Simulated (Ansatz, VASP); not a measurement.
## B in VASP and in Ansatz

INCAR

```
SYSTEM = B
  PREC = Accurate
  ENCUT = 520
  EDIFF = 1E-6
  ISMEAR = 0
  SIGMA = 0.15
  LREAL = .False.
  LASPH = .True.
  NELM = 80
  ALGO = Normal
  ISIF = 2
  LWAVE = .False.
  LCHARG = .False.
  GGA = PS
  NBANDS = 8
```

The input KPOINTS:

```
Automatic mesh
0
Gamma
  33 33 14
  0 0 0
```

Contents of POSCAR:

```
B
1.0
    1.7279700794      0.0000000000      0.0000000000
   -0.8639850397      1.4964659858      0.0000000000
    0.0000000000      0.0000000000      3.7444855355
B
1
Direct
    0.0000000000      0.0000000000      0.0000000000
```

Input for Ansatz:

```yaml
crystal:
  lattice:
    - [1.7279700794, 0.0, 0.0]
    - [-0.8639850397, 1.4964659858, 0.0]
    - [0.0, 0.0, 3.7444855355]
  atoms:
    - { symbol: B, position: [0.0, 0.0, 0.0] }
basis:
  ecutwfc: 420
kpoints:
  mp_grid: { grid: [33, 33, 14] }
hamiltonian:
  xc: pbesol
scf:
  occupations: { method: gaussian, width: 0.15 }
output:
  forces: true
  stress: true
  eigenvalues: true
```

Change from the starting cell: strain +0.015 along x and y, +0.030 along z, atoms carried along.

Alike in both runs: task single point; functional PBEsol; k mesh 33 × 33 × 14; occupations gaussian, width 0.15 eV; no spin polarisation.

```csv
,VASP,Ansatz
version,VASP 6.6.1,Ansatz 0.2.0
potentials or method,"VASP PAW PBE potentials, release 64 (B)","scalar-relativistic, plane waves, PAW"
plane-wave cutoff (eV),520,420
valence electrons in the cell,3,3
```

|  | VASP | Ansatz | Ansatz less VASP |
| --- | --- | --- | --- |
| gap on the k mesh at the Fermi level (eV) | none | none | - |
| pressure (GPa) | -6.2 | -6.3 | -0.16 |
| largest component of the traceless stress (GPa) | 5.15 | 5.38 | +0.236 |

A gap of «none» marks a metal or a gap that the smearing closes.

Caveats: the PAW data sets were made with another functional, which shifts forces and pressure a little (VASP).
